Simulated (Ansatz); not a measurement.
Task: a convergence test of the k-point mesh of SiO2, space group I-42d, with the Ansatz DFT code, driven from Python. Give the script and its output. Use (first run): PBEsol, PAW, the default cutoff (420 eV here), 2×2×2 k-points, fixed occupations. The script varies mesh: (2, 2, 2), (4, 4, 4), (6, 6, 6), (8, 8, 8).

`sio2.cif`
```cif
data_SiO2
_cell_length_a 5.028893
_cell_length_b 5.028893
_cell_length_c 5.028893
_cell_angle_alpha 123.66094
_cell_angle_beta 123.66094
_cell_angle_gamma 83.76802
_symmetry_space_group_name_H-M 'P 1'
_symmetry_Int_Tables_number 1
loop_
_symmetry_equiv_pos_as_xyz
'x, y, z'
loop_
_atom_site_label
_atom_site_type_symbol
_atom_site_fract_x
_atom_site_fract_y
_atom_site_fract_z
Si1 Si    0.000000    0.000000    0.000000
Si2 Si    0.750000    0.250000    0.500000
O3 O    0.998380    0.625000    0.873380
O4 O    0.375000    0.248380    0.373380
O5 O    0.751620    0.125000    0.126620
O6 O    0.875000    0.001620    0.626620
```

Script `sio2.py`:
```python
# -*- coding: utf-8 -*-
"""Convergence of SiO2 with the k-point mesh."""

import csv

import ansatz as az
from ase.io import read

atoms = read("sio2.cif")
sio2 = az.Crystal.from_ase(atoms)

base = sio2.calculation().functional("pbesol").occupations("fixed").stress()

rows = []
for value in [(2, 2, 2), (4, 4, 4), (6, 6, 6), (8, 8, 8)]:
    data = base.kpoints(mesh=value).run().report
    rows.append((value, data["free_energy_ev"] / len(data["lattice"]["sites"]), data["n_iterations"], sum(data["stress_gpa"][i][i] for i in range(3)) / 3, data["n_kpoints"]))

with open("kconv.csv", "w", newline="") as handle:
    writer = csv.writer(handle)
    writer.writerow(["mesh", "F/atom (eV)", "iterations", "P (GPa)", "k-points"])
    writer.writerows([round(v, 5) if isinstance(v, float) else v for v in row] for row in rows)

# the last row is the reference
for row in rows[:-1]:
    shift = 1000 * (row[1] - rows[-1][1])
    print(f"{row[0]}: {shift:+.2f} meV/atom" + ("  (within 5 meV)" if abs(shift) < 5 else ""))
```

Running `python sio2.py` prints:
```text
DeckWarning: basis.ecutwfc = 420 eV, auto-derived from the records' recommended cutoffs: set by Si (normal level)
(2, 2, 2): +2.51 meV/atom  (within 5 meV)
(4, 4, 4): +0.03 meV/atom  (within 5 meV)
(6, 6, 6): +0.00 meV/atom  (within 5 meV)
```
(Warnings from the package without file and line.)

`kconv.csv`, as written:
```csv
mesh,F/atom (eV),iterations,P (GPa),k-points
"(2, 2, 2)",-582.19711,6,1.05189,4
"(4, 4, 4)",-582.19959,6,1.07991,13
"(6, 6, 6)",-582.19962,6,1.08009,30
"(8, 8, 8)",-582.19963,6,1.0804,59
```

From 2×2×2 on it stays within 5 meV an atom of the value at 8×8×8; the first row (2×2×2) is off by 2.5 meV and the last but one by 0.00 meV. The pressure moves from 1.05 to 1.08 GPa.

Caveats:
- Pressure is positive in compression.
- The structure is a deposited one; some such entries were measured under pressure or heat, so a shift against it needn't be the functional's error alone.
- Shifts are counted from the finest mesh, which is itself no proven limit.
- By the engine's processor time: 10 s on 1 thread of Intel(R) Xeon(R) Processor @ 2.30GHz (shared host), peak memory 0.59 GiB.
